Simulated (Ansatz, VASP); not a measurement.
Mo in VASP and in Ansatz

```
CELL_PARAMETERS angstrom
-1.52975 1.52975 1.52975
1.52975 -1.52975 1.52975
1.52975 1.52975 -1.52975
ATOMIC_POSITIONS crystal
Mo 0.00000 0.00000 0.00000
```

Alike in both runs: functional PBEsol; k mesh 20 × 20 × 20; occupations fermi-dirac, width 0.1 eV; no spin polarisation.

Ansatz relaxed the structure, and its values are those at the end. VASP's run is a single point on that final structure, the one shown.

|  | VASP | Ansatz |
| --- | --- | --- |
| version | VASP 6.6.1 | Ansatz 0.2.0 |
| potentials or method | VASP PAW PBE potentials, release 64 (Mo_sv) | scalar-relativistic, plane waves, PAW |
| plane-wave cutoff (eV) | 520 | 420 |
| valence electrons in the cell | 14 | 14 |

```csv
,VASP,Ansatz,Ansatz less VASP
gap on the k mesh at the Fermi level (eV),none,none,-
pressure (GPa),22.7,22.0,-0.76
```

A gap of «none» marks a metal or a gap that the smearing closes. With one functional, cell and mesh, what is left measures potentials, basis and numerics.

Caveats: so large a pressure means that the cell lies far from this level's equilibrium, or that cutoff or potentials fall short (VASP); the potentials were made for another functional, which shifts forces and pressure (VASP).
